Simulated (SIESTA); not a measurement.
**As under changes of volume**

One of the cells (22.882 Å³/atom); the others are scaled copies at fixed shape and fractional positions:

```xyz
4
Lattice="1.8371 -5.5364 0.0000 1.8371 5.5364 0.0000 0.0000 0.0000 4.4996" Properties=species:S:1:pos:R:3 pbc="T T T"
As    1.8371    1.2180    2.5198
As    1.8371   -4.3184    4.2296
As    1.8371   -1.2180    1.9798
As    1.8371    4.3184    0.2700
```

This isn't the form of As at room conditions, which is rhombohedral.

| Property | Result |
| --- | --- |
| Program | SIESTA 5.4.2 |
| Functional | PBEsol |
| Potentials or basis | PseudoDojo 0.4 standard (PBEsol files) |
| Basis | DZP (energy shift 0.003 Ry; two zetas on semicore shells) |
| Grid cutoff | 500 Ry |
| Energy shift | 0.003 Ry |
| k mesh | 8 × 8 × 6 |
| Occupations | fermi-dirac, width 0.05 eV |
| Spin | no spin polarisation |

| volume (Å³/atom) | energy over the lowest point (meV/atom) | pressure (GPa) | largest force (eV/Å) |
| --- | --- | --- | --- |
| 21.088 | ? | ? | ? |
| 21.536 | 26.35 | 5.5 | 0.885 |
| 21.985 | 13.42 | 3.8 | 0.682 |
| 22.882 | 0.62 | 0.9 | 0.326 |
| 23.331 | 0.00 | -0.4 | 0.160 |
| 23.780 | 2.75 | -1.5 | 0.024 |

**Question.** What does the run at 21.088 Å³/atom give?

**Answer.** Energy over the lowest point 44.37 meV/atom; pressure 7.4 GPa; largest force 1.113 eV/Å.

Worked out: A Birch-Murnaghan fit of order 3 (a polynomial in V^(-2/3)) to the other rows has its minimum at 23.19 Å³/atom with B0 = V·E''(V) = 64 GPa and B' = 3.8 at fixed shape and positions, which overstates the stiffness. It gives 44.18 meV/atom at 21.088 Å³/atom, against the run's 44.37, and -dE/dV = 7.3 GPa, against 7.4.

Energies are extrapolated to zero smearing.

Caveats: the basis of atomic orbitals isn't converged, which shifts pressures, moduli and gaps; forces of over 1 eV/Å show positions far from the minimum, so gaps and moduli don't describe the material at rest (some runs).
